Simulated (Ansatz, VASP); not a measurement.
**TiC in VASP and in Ansatz**

The input POSCAR:

```
TiC
1.0
    0.0000000000      2.2063465069      2.2063465069
    2.2063465069      0.0000000000      2.2063465069
    2.2063465069      2.2063465069      0.0000000000
Ti C
1 1
Direct
    0.0000000000      0.0000000000      0.0000000000
    0.5000000000      0.5000000000      0.5000000000
```

INCAR.step1

```
  PREC = Accurate
  ENCUT = 520
  ISMEAR = 0
  SIGMA = 0.1
  LREAL = False
  LASPH = True
  NELM = 60
  NBANDS = 15
  GGA = PE
  ALGO = Normal
  EDIFF = 1E-4
  LWAVE = True
  LCHARG = False
```

The input INCAR.step2:

```
  PREC = Accurate
  ENCUT = 520
  EDIFF = 1E-6
  ISMEAR = 0
  SIGMA = 0.1
  LREAL = False
  LASPH = True
  NELM = 60
  ALGO = Normal
  ISIF = 2
  LWAVE = False
  LCHARG = False
  METAGGA = R2SCAN
  LMIXTAU = True
  NBANDS = 15
  ISTART = 1
```

File KPOINTS:

```
regular mesh
0
Gamma
  16 16 16
```

Input for Ansatz:

```yaml
crystal:
  lattice:
    - [0.0, 2.2063465159, 2.2063465159]
    - [2.2063465159, 0.0, 2.2063465159]
    - [2.2063465159, 2.2063465159, 0.0]
  atoms:
    - { symbol: Ti, position: [0.0, 0.0, 0.0] }
    - { symbol: C, position: [0.5, 0.5, 0.5] }
basis:
  ecutwfc: 500
kpoints:
  mp_grid: { grid: [16, 16, 16] }
hamiltonian:
  xc: r2scan
scf:
  occupations: { method: gaussian, width: 0.1 }
output:
  forces: true
  stress: true
  eigenvalues: true
```

Alike in both runs: task single point; functional r2SCAN; k mesh 16 × 16 × 16; occupations gaussian, width 0.1 eV; no spin polarisation.

|  | VASP | Ansatz |
| --- | --- | --- |
| version | VASP 6.6.1 | Ansatz 0.2.0 |
| potentials or method | VASP PAW PBE potentials, release 64 (Ti_sv, C) | scalar-relativistic, plane waves, PAW |
| plane-wave cutoff (eV) | 520 | 500 |
| valence electrons in the cell | 16 | 16 |

Ansatz gave:

- gap on the k mesh at the Fermi level (eV): none
- pressure (GPa): -13.6

Task: What did VASP give for the same quantities?

Result: gap on the k mesh at the Fermi level (eV): none; pressure (GPa): -12.8.

A gap of «none» marks a metal or a gap that the smearing closes.

Caveats: the PAW data sets were made with another functional, which shifts forces and pressure a little (VASP).
